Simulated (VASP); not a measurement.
**InP (F-43m) under biaxial strain in the (111) plane**

How do the elastic response and the band edges of InP follow biaxial strain in the (111) plane?

Calculated with VASP 6.6.1; LDA; plane waves and PAW (In_d, P), in the first sound run; inputs show where later runs differ.

## (1) Starting point

The structure is cubic, space group F-43m (No. 216). Conventional cell: a = 5.869 Å, b = 5.869 Å, c = 5.869 Å, α = 90.00°, β = 90.00°, γ = 90.00°. Nearest to In lie 4 P at 2.54 Å. Nearest to P lie 4 In at 2.54 Å. Farther neighbours are not listed.

As a file:

```
In P
1.0
     0.00000    2.93450    2.93450
     2.93450    0.00000    2.93450
     2.93450    2.93450    0.00000
In P
1 1
Direct
  0.00000 0.00000 0.00000
  0.25000 0.25000 0.25000
```

## (2) Relax the crystal, LDA

The series starts from the cell that this level prefers, so that zero strain is near zero stress.

This step took 2 runs in a row; the last is shown.

Level: LDA; plane waves and PAW (In_d, P).

INCAR

```
SYSTEM = InP
PREC = Accurate
ENCUT = 450
EDIFF = 1E-07
NELM = 120
ISMEAR = 0
SIGMA = 0.02
LREAL = .FALSE.
ALGO = Normal
GGA = CA
NBANDS = 15
LORBIT = 11
LWAVE = .FALSE.
LCHARG = .FALSE.
KPAR = 16
IBRION = 2
NSW = 40
ISIF = 3
EDIFFG = -0.005
POTIM = 0.4
```

POSCAR

```
InP
1.0
    0.0000000000      2.9143010109      2.9143010109
    2.9143010109      0.0000000000      2.9143010109
    2.9143010109      2.9143010109      0.0000000000
In P
1 1
Direct
    0.0000000000      0.0000000000      0.0000000000
    0.2500000000      0.2500000000      0.2500000000
```

KPOINTS

```
Automatic mesh
0
Gamma
9 9 9
0 0 0
```

The projector-augmented-wave data sets are In_d and P (LDA family, release 64).

On the command line:

```sh
$ mpirun -np 16 vasp_std
```

The log of the run:

```text
[banner, memory and clock lines left out]
running   16 mpi-ranks, on    1 nodes
[...]
|                                                                             |
|           W    W    AA    RRRRR   N    N  II  N    N   GGGG   !!!           |
|           W    W   A  A   R    R  NN   N  II  NN   N  G    G  !!!           |
|           W    W  A    A  R    R  N N  N  II  N N  N  G       !!!           |
|           W WW W  AAAAAA  RRRRR   N  N N  II  N  N N  G  GGG   !            |
|           WW  WW  A    A  R   R   N   NN  II  N   NN  G    G                |
|           W    W  A    A  R    R  N    N  II  N    N   GGGG   !!!           |
|                                                                             |
|     For optimal performance we recommend to set                             |
|       NCORE = 2 up to number-of-cores-per-socket                            |
|     NCORE specifies how many cores store one orbital (NPAR=cpu/NCORE).      |
|     This setting can greatly improve the performance of VASP for DFT.       |
[...]
|     Unfortunately you need to use the default for GW and RPA                |
|     calculations (for HF NCORE is supported but not extensively tested      |
|     yet).                                                                   |
|                                                                             |

 LDA part: xc-table for (Slater(with rela. corr.)+CA(PZ))
 , standard interpolation
 POSCAR, INCAR and KPOINTS ok, starting setup
[...]
entering main loop
       N       E                     dE             d eps       ncg     rms          rms(c)
DAV:   1     0.105700725763E+03    0.10570E+03   -0.77610E+03  1050   0.123E+03
DAV:   2    -0.282393448555E+01   -0.10852E+03   -0.10462E+03  1134   0.290E+02
DAV:   3    -0.992338051459E+01   -0.70994E+01   -0.70669E+01  1421   0.768E+01
DAV:   4    -0.101084349040E+02   -0.18505E+00   -0.18500E+00  1282   0.134E+01
[...]
DAV:  11    -0.967374161038E+01   -0.35848E-05   -0.30429E-05  1617   0.873E-02    0.675E-02
DAV:  12    -0.967373927755E+01    0.23328E-05   -0.51617E-06  1337   0.205E-02    0.122E-02
DAV:  13    -0.967373925527E+01    0.22276E-07   -0.42624E-07  1302   0.357E-03
   1 F= -.96737393E+01 E0= -.96737393E+01  d E =-.967374E+01
[...]
reached required accuracy - stopping structural energy minimisation
```

Wall time 5 s (16 MPI ranks of AMD EPYC 7R43, shared host); peak memory 2.1 GiB; 64 s of CPU time.

The logs omit lines about the potential files and the build; timing stands in the text.

From OUTCAR (step 2):

```text
  Total       -0.0042518     -0.0042518     -0.0042518     -0.0000000      0.0000000      0.0000000
  in kB       -0.1376109     -0.1376109     -0.1376109     -0.0000000      0.0000000      0.0000000
  external PRESSURE =      -0.1376109 kB  Pullay stress =       0.0000000 kB

 POSITION                                       TOTAL-FORCE (eV/Angst)
 -----------------------------------------------------------------------------------
      0.00000      0.00000      0.00000        -0.000000      0.000000      0.000000
      1.45715      1.45715      1.45715         0.000000     -0.000000     -0.000000
 -----------------------------------------------------------------------------------
    total drift:                               -0.000000     -0.000000     -0.000000

  FREE ENERGIE OF THE ION-ELECTRON SYSTEM (eV)
  ---------------------------------------------------
  free  energy   TOTEN  =        -9.6737392553 eV

  energy  without entropy=       -9.6737392553  energy(sigma->0) =       -9.67373926

 reached required accuracy - stopping structural energy minimisation

[... 3 further parts left out ...]
[key lines of the parts left out:]
E-fermi :   5.2894
```

Numbers from this step:

* energy(sigma→0) of the program: -9.6737 eV
* stress, compression positive: -0.01 along [111], -0.01 across it (mean), GPa
* volume: 49.503 Å³
* ionic steps: 1

## (3) Strain along the normal, LDA

One member in full: the plane is strained by 2 %, and the strain along the normal is moved by secant steps until the normal stress is under 0.012 GPa or five steps are spent; the atoms relax at each step.

This step took 4 runs, each at a new trial strain with the atoms of the one before; the last is shown.

Level: LDA; plane waves and PAW (In_d, P); cell typed or built by script.

INCAR, as its differences from that of step 2:

```diff
@@ -14,7 +14,7 @@
 LCHARG = .FALSE.
-KPAR = 16
-IBRION = 2
-NSW = 40
-ISIF = 3
-EDIFFG = -0.005
-POTIM = 0.4
+KPAR = 4
+IBRION = 1
+NSW = 25
+ISIF = 2
+EDIFFG = -0.004
+POTIM = 0.3
```

POSCAR

```
InP
1.0
   -0.0622518520      2.9103351800      2.9103351800
    2.9103351800     -0.0622518520      2.9103351800
    2.9103351800      2.9103351800     -0.0622518520
In P
1 1
Direct
    0.9982024293      0.9982024293      0.9982024293
    0.2517975707      0.2517975707      0.2517975707
```

KPOINTS is that of step 2.

On the command line:

```sh
$ mpirun -np 4 vasp_std
```

The log of the run:

```text
[banner, memory and clock lines left out]
running    4 mpi-ranks, on    1 nodes
[...]
LDA part: xc-table for (Slater(with rela. corr.)+CA(PZ))
 , standard interpolation
 POSCAR, INCAR and KPOINTS ok, starting setup
[...]
entering main loop
       N       E                     dE             d eps       ncg     rms          rms(c)
DAV:   1     0.105642667064E+03    0.10564E+03   -0.77852E+03  2557   0.121E+03
DAV:   2    -0.278820896059E+01   -0.10843E+03   -0.10400E+03  2774   0.291E+02
DAV:   3    -0.988790748506E+01   -0.70997E+01   -0.70583E+01  3320   0.771E+01
DAV:   4    -0.100770710703E+02   -0.18916E+00   -0.18909E+00  3180   0.138E+01
[...]
DAV:  11    -0.965627376734E+01   -0.47036E-05   -0.23605E-05  3979   0.730E-02    0.505E-02
DAV:  12    -0.965627150864E+01    0.22587E-05   -0.48199E-06  3362   0.231E-02    0.106E-02
DAV:  13    -0.965627148793E+01    0.20716E-07   -0.40693E-07  3215   0.371E-03
   1 F= -.96562715E+01 E0= -.96562715E+01  d E =-.965627E+01
 BRION: g(F)=  0.222E-06 g(S)=  0.000E+00
 reached required accuracy - stopping structural energy minimisation
```

Elapsed: 14 s, on 4 MPI ranks; peak memory 0.57 GiB.

OUTCAR, selected parts (step 3):

```text
  Total       -0.5883569     -0.5883569     -0.5883569      0.2928085      0.2928085      0.2928085
  in kB      -18.5258871    -18.5258871    -18.5258871      9.2198080      9.2198080      9.2198080
  external PRESSURE =     -18.5258871 kB  Pullay stress =       0.0000000 kB

 POSITION                                       TOTAL-FORCE (eV/Angst)
 -----------------------------------------------------------------------------------
      5.74807      5.74807      5.74807         0.001132      0.001132      0.001132
      1.44996      1.44996      1.44996        -0.001132     -0.001132     -0.001132
 -----------------------------------------------------------------------------------
    total drift:                                0.000182      0.000182      0.000182

  FREE ENERGIE OF THE ION-ELECTRON SYSTEM (eV)
  ---------------------------------------------------
  free  energy   TOTEN  =        -9.6562714879 eV

  energy  without entropy=       -9.6562714879  energy(sigma->0) =       -9.65627149

[... 1 part as in an earlier step ...]

[... 3 further parts left out ...]
[key lines of the parts left out:]
E-fermi :   5.0888
```

Numbers from this step:

| Item | Value |
| --- | --- |
| energy(sigma→0) of the program | -9.6563 eV |
| stress, compression positive | -0.01 along [111], -2.77 across it (mean), GPa |
| ionic steps | 1 |

## (4) Band edges, HSE06

Short lines in KPOINTS_OPT sample the zone centre along and across the normal of the plane, for masses, and the other valleys.

Level: HSE06; plane waves and PAW (In_d, P); cell typed or built by script.

INCAR

```
SYSTEM = InP
PREC = Accurate
ENCUT = 450
EDIFF = 1E-06
NELM = 100
ISMEAR = 0
SIGMA = 0.02
LREAL = .FALSE.
ALGO = Normal
LHFCALC = .TRUE.
AEXX = 0.25
GGA = PE
HFSCREEN = 0.2
LASPH = .TRUE.
NBANDS = 14
PRECFOCK = Fast
LWAVE = .FALSE.
LCHARG = .FALSE.
KPAR = 4
```

POSCAR is that of step 3.

KPOINTS

```
Automatic mesh
0
Gamma
5 5 5
0 0 0
```

KPOINTS_OPT

```
Line mode
6
Line-mode
Reciprocal
  0.00000000   0.00000000   0.00000000
  0.02645652   0.02645652   0.02645652

  0.00000000   0.00000000   0.00000000
 -0.01672668   0.01672668  -0.00000000

  0.31000000   0.31000000   0.00000000
  0.50000000   0.50000000   0.00000000

  0.00000000   0.31000000   0.31000000
  0.00000000   0.50000000   0.50000000

  0.45000000   0.45000000   0.45000000
  0.50000000   0.50000000   0.50000000

  0.45000000   0.00000000   0.00000000
  0.50000000   0.00000000   0.00000000

  0.42500000   0.42500000   0.00000000
  0.42450462   0.44815971   0.02315971

  0.50000000   0.50000000   0.50000000
  0.48327332   0.51672668   0.50000000
```

On the command line:

```sh
$ mpirun -np 4 vasp_std
```

The log of the run:

```text
[banner, memory and clock lines left out]
running    4 mpi-ranks, on    1 nodes
[...]
|                                                                             |
|               ----> ADVICE to this user running VASP <----                  |
|                                                                             |
|     You enforced a specific xc type in the INCAR file but a different       |
|     [... a line on the potential file left out ...]
|     I HOPE YOU KNOW WHAT YOU ARE DOING!                                     |
|                                                                             |

 LDA part: xc-table for (Slater+PW92), standard interpolation
 found WAVECAR, reading the header
 POSCAR, INCAR and KPOINTS ok, starting setup
[...]
reading WAVECAR
 the WAVECAR file was read successfully
 initial charge from wavefunction
 entering main loop
       N       E                     dE             d eps       ncg     rms          rms(c)
DAV:   1    -0.100257984886E+02   -0.10026E+02   -0.11050E+00   654   0.184E+01    0.383E+00
DAV:   2    -0.100308482471E+02   -0.50498E-02   -0.83821E-02   720   0.326E+00    0.476E+00
DAV:   3    -0.100264242883E+02    0.44240E-02   -0.80803E-03   800   0.149E+00    0.333E+00
DAV:   4    -0.100254514503E+02    0.97284E-03   -0.16906E-03   730   0.571E-01    0.213E+00
[...]
DAV:   8    -0.100252022886E+02    0.61192E-05   -0.37917E-06   622   0.205E-02    0.287E-01
DAV:   9    -0.100252005559E+02    0.17326E-05   -0.11550E-06   458   0.103E-02    0.172E-01
DAV:  10    -0.100252004461E+02    0.10986E-06   -0.66856E-07   422   0.758E-03
   1 F= -.10025200E+02 E0= -.10025200E+02  d E =-.338246E-18
 Start KPOINTS_OPT (optional k-point list driver)
k-point batch [1-19\48]
       N       E                     dE             ncg
DAV:   1     0.851613274415E+03   -0.32258E+04      544
DAV:   2    -0.176247281466E+04   -0.26141E+04      538
DAV:   3    -0.198632189990E+04   -0.22385E+03      658
DAV:   4    -0.199716947721E+04   -0.10848E+02      658
DAV:   5    -0.199750490911E+04   -0.33543E+00      862
DAV:   6    -0.199751262320E+04   -0.77141E-02      762
DAV:   7    -0.199751275482E+04   -0.13162E-03      850
DAV:   8    -0.199751275664E+04   -0.18233E-05      560
DAV:   9    -0.199751275685E+04   -0.20841E-06      560
[...]
k-point batch [39-48\48]
       N       E                     dE             ncg
DAV:   1     0.468048319643E+04   -0.53761E+04      288
DAV:   2     0.340968393810E+04   -0.12708E+04      298
DAV:   3     0.331427031806E+04   -0.95414E+02      358
DAV:   4     0.331116415217E+04   -0.31062E+01      364
DAV:   5     0.331104046517E+04   -0.12369E+00      438
DAV:   6     0.331103683080E+04   -0.36344E-02      406
DAV:   7     0.331103677440E+04   -0.56403E-04      450
DAV:   8     0.331103677375E+04   -0.65403E-06      296
```

Elapsed: 8.1 min, on 4 MPI ranks; peak memory 1 GiB; 32 min of CPU time.

Parts of OUTCAR (step 4):

```text
  LATTYP: Found a trigonal (rhomboedric) cell.
 ALAT       =     4.1163062341
 COS(alpha) =     0.4785006108

 Subroutine GETGRP returns: Found  6 space group operations
 (whereof  6 operations were pure point group operations)

The static configuration has the point symmetry C_3v.

 Found     19 irreducible k-points:

   k-points           NKPTS =     19   k-points in BZ     NKDIM =    125   number of bands    NBANDS=     14

   dimension x,y,z NGX =    28 NGY =   28 NGZ =   28
   dimension x,y,z NGXF=    56 NGYF=   56 NGZF=   56

   ENCUT  =  450.0 eV  33.07 Ry    5.75 a.u.   7.12  7.12  7.12*2*pi/ulx,y,z

   NELECT =      18.0000    total number of electrons

  exchange ACFDT corr.  =         0.00000000  see jH, gK, PRB 81, 115126

 E-fermi :   4.9388

 k-point     1 :       0.0000    0.0000    0.0000
  band No.  band energies     occupation
    ...
      5     -11.0655      2.00000
      6      -7.9628      2.00000
      7       4.6319      2.00000
      8       4.6319      2.00000
      9       4.8235      2.00000
     10       6.1231      0.00000
     11       9.5093      0.00000
     12       9.5093      0.00000
     13       9.9026      0.00000
     14      14.2613      0.00000

 k-point     2 :       0.2000   -0.0000   -0.0000
  band No.  band energies     occupation
    ...
      5     -11.0637      2.00000
      6      -7.4975      2.00000
      7       1.8101      2.00000
      8       4.2234      2.00000
      9       4.3800      2.00000
     10       7.3380      0.00000
     11      10.1364      0.00000
     12      10.2114      0.00000
     13      10.4773      0.00000
     14      14.1018      0.00000

 POSITION                                       TOTAL-FORCE (eV/Angst)
 -----------------------------------------------------------------------------------
      5.74807      5.74807      5.74807        -0.003113     -0.003113     -0.003113
      1.44996      1.44996      1.44996         0.003113      0.003113      0.003113
 -----------------------------------------------------------------------------------
    total drift:                                0.000163      0.000164      0.000168

  FREE ENERGIE OF THE ION-ELECTRON SYSTEM (eV)
  ---------------------------------------------------
  free  energy   TOTEN  =       -10.0252004461 eV

  energy  without entropy=      -10.0252004461  energy(sigma->0) =      -10.02520045

[... 1 part as in an earlier step ...]

[... 7 further parts left out ...]
```

Numbers from this step:

| Item | Value |
| --- | --- |
| energy(sigma→0) of the program | -10.0252 eV |

## (5) Band edges, LDA

Short lines in KPOINTS_OPT sample the zone centre along and across the normal of the plane, for masses, and the other valleys.

Level: LDA; plane waves and PAW (In_d, P); cell typed or built by script.

INCAR

```
SYSTEM = InP
PREC = Accurate
ENCUT = 450
EDIFF = 1E-06
NELM = 100
ISMEAR = 0
SIGMA = 0.02
LREAL = .FALSE.
ALGO = Normal
GGA = CA
NBANDS = 14
LWAVE = .FALSE.
LCHARG = .FALSE.
KPAR = 4
```

POSCAR is that of step 4.

KPOINTS

```
Automatic mesh
0
Gamma
7 7 7
0 0 0
```

KPOINTS_OPT is that of step 4.

On the command line:

```sh
$ mpirun -np 4 vasp_std
```

The log of the run:

```text
[... set-up lines as in an earlier step ...]
 entering main loop
       N       E                     dE             d eps       ncg     rms          rms(c)
DAV:   1     0.108510748159E+03    0.10851E+03   -0.78411E+03  1244   0.130E+03
DAV:   2    -0.256546286948E+01   -0.11108E+03   -0.10645E+03  1334   0.305E+02
DAV:   3    -0.987240334398E+01   -0.73069E+01   -0.72696E+01  1610   0.826E+01
DAV:   4    -0.100739813610E+02   -0.20158E+00   -0.20151E+00  1514   0.152E+01
[...]
DAV:  11    -0.965136052647E+01   -0.44413E-05   -0.18311E-05  1890   0.656E-02    0.359E-02
DAV:  12    -0.965135868390E+01    0.18426E-05   -0.54302E-06  1562   0.367E-02    0.133E-02
DAV:  13    -0.965135863513E+01    0.48768E-07   -0.29007E-07   754   0.440E-03
   1 F= -.96513586E+01 E0= -.96513586E+01  d E =-.365338E-28
 Start KPOINTS_OPT (optional k-point list driver)
k-point batch [1-44\48]
       N       E                     dE             ncg
DAV:   1     0.142687076795E+04   -0.15336E+05     1238
DAV:   2    -0.343265153025E+04   -0.48595E+04     1292
DAV:   3    -0.377580767995E+04   -0.34316E+03     1670
DAV:   4    -0.378529885727E+04   -0.94912E+01     1532
DAV:   5    -0.378570464604E+04   -0.40579E+00     1872
DAV:   6    -0.378571607377E+04   -0.11428E-01     1652
DAV:   7    -0.378571630063E+04   -0.22686E-03     1860
DAV:   8    -0.378571630330E+04   -0.26641E-05     1148
DAV:   9    -0.378571630372E+04   -0.41900E-06     1258
k-point batch [45-48\48]
       N       E                     dE             ncg
DAV:   1     0.179316023081E+05   -0.18985E+04      112
DAV:   2     0.174898760163E+05   -0.44173E+03      118
DAV:   3     0.174591863398E+05   -0.30690E+02      148
DAV:   4     0.174583915698E+05   -0.79477E+00      144
DAV:   5     0.174583580171E+05   -0.33553E-01      184
DAV:   6     0.174583576284E+05   -0.38874E-03      138
DAV:   7     0.174583576078E+05   -0.20586E-04      184
DAV:   8     0.174583576076E+05   -0.16551E-06       86
```

Run time: 11 s. Hardware: 4 MPI ranks; peak memory 0.54 GiB.

From OUTCAR (step 5):

```text
  Total       -0.5920366     -0.5920366     -0.5920366      0.2918394      0.2918394      0.2918394
  in kB      -18.6417528    -18.6417528    -18.6417528      9.1892926      9.1892926      9.1892926
  external PRESSURE =     -18.6417528 kB  Pullay stress =       0.0000000 kB

 POSITION                                       TOTAL-FORCE (eV/Angst)
 -----------------------------------------------------------------------------------
      5.74807      5.74807      5.74807         0.001626      0.001626      0.001626
      1.44996      1.44996      1.44996        -0.001626     -0.001626     -0.001626
 -----------------------------------------------------------------------------------
    total drift:                                0.000170      0.000170      0.000170

  FREE ENERGIE OF THE ION-ELECTRON SYSTEM (eV)
  ---------------------------------------------------
  free  energy   TOTEN  =        -9.6513586351 eV

  energy  without entropy=       -9.6513586351  energy(sigma->0) =       -9.65135864

[... 1 part as in an earlier step ...]

[... 2 further parts left out ...]
[key lines of the parts left out:]
E-fermi :   5.1578
```

This run gave:

- energy(sigma→0) of the program: -9.6514 eV
- stress, compression positive: -0.03 along [111], -2.78 across it (mean), GPa

The run ends at a pressure of -1.86 GPa, with forces up to 0.0028 eV/Å.

(Part 1 of 2 ends here.)

[Lines on the potential files, build, host, timing and source positions are cut from VASP's logs without a mark.]

[Logs are printed without paths, hosts, clocks, repeated set-up lines and the standing remarks that a program may print on its own settings, such as how far it seeks lower states.]

[Hosts, paths, dates, database ids (printed as entryN), source tags and the programs' standing remarks are cut or masked in the printed files.]

[In band tables of VASP the shares of atoms and orbitals are scaled to a sum of 1 inside the atoms' spheres.]
